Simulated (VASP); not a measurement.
# Settings for InPd: energy along a vibration (SMASS = -2)

InPd, Pm-3m (no. 221), atoms displaced along the mode, 2 atoms in the cell. R2SCAN, energy along a line of displacements; PAW potentials In_d, Pd (PBE set). VASP 6.6.1.

Wanted: harmonic frequency within 1 %.

Space group without the displacement: Pm-3m (no. 221); Mode: optical mode at Gamma along x; Step along the mode (Å): 0.02.

POSCAR:
```
InPd
1.0
    3.2718847800      0.0000000000      0.0000000000
    0.0000000000      3.2718847800      0.0000000000
    0.0000000000      0.0000000000      3.2718847800
In Pd
1 1
Direct
   -0.0117613051      0.0000000000      0.0000000000
    0.5126894337      0.5000000000      0.5000000000

    0.0096204088   0.0000000000   0.0000000000
   -0.0103795912   0.0000000000   0.0000000000
```

## k mesh

| k mesh | Harmonic frequency (THz) | Time (s) |
|---|---|---|
| 3 × 3 × 3 | 4.402 | 156 |
| 4 × 4 × 4 | 4.109 | 163 |
| 5 × 5 × 5 | 4.256 | 214 |
| 6 × 6 × 6 | 4.258 | 534 |
| 7 × 7 × 7 | 4.236 | 547 |
| 9 × 9 × 9 (reference) | 4.278 | 1056 |
| 12 × 12 × 12 | ran out of time | 2427 |

Chosen: 9 × 9 × 9; the next looser run is off by more than half of the tolerance, so convergence isn't shown beyond this value.

The chosen settings are those of the reference run.

## The input

INCAR:
```
  ALGO = Normal
  EDIFF = 1E-7
  ENCUT = 330
  IBRION = 0
  ISMEAR = 1
  ISYM = 0
  IWAVPR = 11
  KPAR = 2
  LASPH = True
  LCHARG = False
  LMIXTAU = True
  LREAL = False
  LWAVE = False
  METAGGA = R2SCAN
  NELMIN = 4
  NSW = 9
  POTIM = 1
  PREC = Accurate
  SIGMA = 0.15
  SMASS = -2
```

KPOINTS:
```
Automatic mesh
0
Gamma
  9 9 9
  0 0 0
```

Commands:
```
cat potpaw_PBE.64/In_d/POTCAR potpaw_PBE.64/Pd/POTCAR > POTCAR
mpirun -np 2 vasp_std > vasp.out
```

The chosen input took VASP 6.6.1 1056 s on 2 cores (Intel Xeon Platinum 8259CL @ 2.50GHz (Skylake/Cascade Lake)), a shared host.
